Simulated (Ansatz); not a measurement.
AlN, h-MgO type, relaxed with r2SCAN in Ansatz. Space group P6_3/mmc (No. 194), hexagonal; conventional cell a = 3.292 Å, c = 4.137 Å, 9.71 Å³ an atom. Al has 5 N at 1.90–2.07 Å; N has 5 Al at 1.90–2.07 Å.

The axes x, y and z are those of this cell:
```
Al N
1.0
     3.29235    0.00000    0.00000
    -1.64617    2.85126    0.00000
     0.00000    0.00000    4.13696
Al N
2 2
Direct
  0.33333 0.66667 0.25000
  0.66667 0.33333 0.75000
  0.66667 0.33333 0.25000
  0.33333 0.66667 0.75000
```

Unstrained: The PBE gap is direct at Γ: 3.455 eV. r2SCAN gives a direct gap of 4.030 eV at Γ. The HSE06 gap is direct at Γ: 4.739 eV. Meshes: PBE 12×12×6, r2SCAN 12×12×6, HSE06 6×6×4. Strains are changes of length per length. After each strain the atoms were relaxed again with r2SCAN within the symmetry that the strain leaves, so tilts or polar shifts that break it weren't tested; points keep the names that they have in the unstrained zone. Spin-unpolarised throughout. Whether this structure exists isn't addressed.

Problem. Estimate what uniaxial +5.48 % along x, other directions held does to the gap.

Solution. PBE: the gap goes from 3.455 to 3.135 eV (-0.320 eV). r2SCAN: the gap goes from 4.030 to 3.690 eV (-0.340 eV). HSE06: the gap goes from 4.739 to 4.392 eV (-0.347 eV). The r2SCAN energy rises by 31.2 meV an atom.

Problem. Estimate what isotropic -0.78 % on every length does to the gap.

Solution. PBE: the gap goes from 3.455 to 3.629 eV (+0.174 eV). r2SCAN: the gap goes from 4.030 to 4.212 eV (+0.182 eV). HSE06: the gap goes from 4.739 to 4.930 eV (+0.191 eV). The r2SCAN energy rises by 3.9 meV an atom.

The meshes of the hybrids are coarse, so their gaps aren't converged to the digits shown.
